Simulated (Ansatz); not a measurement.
# W stretched along one axis: stress

Cell: an entry of the Crystallography Open Database (COD), whose atoms a relaxation with PBE at fixed cell left in place.

```xyz
8
Lattice="5.0830 0.0000 0.0000 0.0000 5.0830 0.0000 0.0000 0.0000 5.0830" Properties=species:S:1:pos:R:3 pbc="T T T"
W     0.0000    0.0000    0.0000
W     2.5415    2.5415    2.5415
W     0.0000    2.5415    1.2708
W     0.0000    2.5415    3.8123
W     1.2708    0.0000    2.5415
W     3.8123    0.0000    2.5415
W     2.5415    3.8123    0.0000
W     2.5415    1.2708    0.0000
```

Atoms are numbered from 1 in the order listed; like atoms form one site, named after its first atom.

All values are calculated (Ansatz; DFT, PBE, plane waves and PAW, scalar-relativistic, 420 eV cutoff, Γ-centred 9×9×9 k-points, Fermi–Dirac smearing 0.05 eV), not measured.

The cell is stretched along z (the third Cartesian axis of the run's cell), x and y held, and the ions relax again each time. Tension counts as positive.

```
strain along z (%)  stress along z (GPa)  stress along x (GPa)
                -3                 -19.0                  -4.4
                -2                 -12.0                  -2.7
                -1                     ?                     ?
                 0                   0.6                   0.6
                +1                   6.2                   2.0
                +2                  11.3                   3.4
                +3                  16.1                   4.7
```

Problem. Estimate the row at -1 % from the others.

Solution. stress along z (GPa): -5.5; stress along x (GPa): -1.0. Worked: parabolas through the other 6 rows give -5.5 and -1.0 GPa at -1 %. Their slopes at zero strain are 584 GPa (C₁₁) and 152 GPa (C₁₂).

All values belong to this cell and structure model.
